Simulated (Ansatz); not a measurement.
This is a single-point calculation with the plane-wave code Ansatz on BP built on the zincblende prototype; the level of theory is r2SCAN. The cell was relaxed with r2SCAN and then strained (uniaxial +4.0 % along z, other directions held), with the atoms relaxed again with r2SCAN; k points keep the names of the unstrained zone.

```yaml
crystal:
  lattice:
    - [0.0, 2.2683156689, 2.3590482957]
    - [2.2683156689, 0.0, 2.3590482957]
    - [2.2683156689, 2.2683156689, 0.0]
  atoms:
    - { symbol: B, position: [0.0, 0.0, 0.0] }
    - { symbol: P, position: [0.25, 0.25, 0.25] }
kpoints:
  mp_grid: { grid: [10, 10, 10] }
  band_path:
    path:
      - [0.0, 0.0, 0.0]
      - [-0.5, -0.5, 0.0]
      - [-0.375, -0.375, 0.25]
      - [-0.375, 0.0, 0.375]
      - [0.0, 0.0, 0.5]
      - [-0.5, -0.25, 0.25]
      - [0.0, 0.408854, 0.408854]
    npoints: 1
hamiltonian:
  xc: r2scan
scf:
  occupations: { method: fixed }
  n_extra_bands: 4
output:
  forces: true
  stress: true
  eigenvalues: true
```

Some lines of the output have been replaced by numbered gaps.
```
Functional definition: r2SCAN
Crystal: 2 atoms, lattice volume = 24.276 Å³
Basis set: ecut = 500 eV, 617 PW (Γ)
Bands: 8, of which v1, the nominal top of the filled ones, is band 4 counted from 1 (3 counted from 0)
Symmetry: 8 space group operations
Space group: I-4m2 (ITA 119)
k-points: 102 of 1000 (time reversal used)
SCF converged after 6 iterations
Free energy (F): -916.646220 eV
[1]
--- Stress (GPa, compression-positive) ---
[2]
--- Band table (eV; the first three rows and the last of 102) ---
[3]
```

The rows of the band table are 0: (0, 0, 0) = Γ, 1: (0, 0, 0.100), 2: (0, 0, 0.200), 101: (-1/2, -1/2, 0) = X.

Q: Fill in the blanks. They hold the stress, the Fermi energy and the band table.

A:
```
[1]
Fermi energy:    8.858047 eV
[2]
       -2.369251       0.000000       0.000000
        0.000000      -2.369251       0.000000
        0.000000       0.000000     -13.812944
  P = ⅓ Tr σ = -6.1838 GPa (-61.838 kbar)
[3]
  k-point 0: bands = [-7.2091, 8.4386, 8.8580, 8.8580, 12.1933, 12.1933, 12.4305, 16.0593]
  k-point 1: bands = [-7.0254, 7.3457, 8.2882, 8.5685, 12.5623, 12.6223, 12.9141, 16.6417]
  k-point 2: bands = [-6.4822, 4.9595, 7.6550, 8.0251, 12.7704, 13.4250, 13.5548, 18.0026]
  k-point 101: bands = [-2.5066, -0.4498, 4.7867, 4.7867, 10.5947, 11.0248, 21.3067, 21.3067]
```
The trailing digits, and the zero of the energies, depend on the potentials and thresholds.

The r2SCAN gap is indirect, 1.16 eV (Γ to Γ–X (0.82 of the way from Γ)), below the direct gap of 3.34 eV at Γ. The gap is the least over the mesh and the extra points. The mean pressure at these positions is -6.18 GPa, compression counted positive.

Command: `ansatz run input.yaml --threads 2 --pin off --max-ram 29491MiB --backend cpu --events-out ev --progress --plain --runs-dir out`.

Q: It took 2.2 s on 2 threads of AMD EPYC 7R13 Processor (Zen 3), with other jobs on the host. What peak of host memory did it reach?

A: About 0.51 GiB.

Calculated for a static, non-magnetic cell.
